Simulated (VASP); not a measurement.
Write the native input for VASP 6.6.1 that does the following.

```yaml
Task: work function
Functional: LDA
Potentials_or_basis: VASP PAW LDA potentials, release 64 (K_sv)
Cutoff: 520 eV
k_mesh: 6 × 6 × 1
Occupations: fermi-dirac, width 0.05 eV
Spin: no spin polarisation
Dipole_correction: yes
Further_INCAR_settings: ALGO = Fast; EDIFF = 1e-06
```

The structure of K lies in POSCAR:

```
K
1.0
    4.5345090142      0.0000000000      0.0000000000
   -1.5115030047      4.2751760977      0.0000000000
    0.0000000000      0.0000000000     22.4048222126
K
3
Direct
    0.5000000000      0.5000000000      0.3347493646
    0.0000000000      0.0000000000      0.5000000000
    0.5000000000      0.5000000000      0.6652506354
```

The slab is cut from a database's or a generator's crystal, which needn't be the stable form of the element.

One way to write it, as run:

INCAR

```
PREC = Accurate ; ENCUT = 520
EDIFF = 1E-6 ; ISMEAR = -1
SIGMA = 0.05 ; LREAL = False
LASPH = True ; NELM = 80
ALGO = Fast ; ISIF = 2
LWAVE = False ; LCHARG = True
LDIPOL = True ; IDIPOL = 3
DIPOL = 0.5 0.5 0.500 ; GGA = CA
LELF = True ; LVHAR = True
LVACPOTAV = True
```

KPOINTS

```
regular mesh
0
Gamma
  6 6 1
```

Potentials or basis: VASP PAW LDA potentials, release 64 (K_sv).

Launch:

```console
$ cat potpaw_LDA.64/K_sv/POTCAR > POTCAR
$ mpirun -np 1 vasp_std > vasp.out
```

It gave:

| Property | Result |
| --- | --- |
| Largest force | 0.047 eV/Å |
| Band gap on the k mesh | none (metal or under the smearing width) |
| Work function of the upper face | 2.54 eV |
| Work function of the lower face | 2.54 eV |

Run time: 120 s on 1 thread of Intel(R) Xeon(R) 6975P-C (Granite Rapids), with other jobs on the host, peak memory 0.38 GiB.
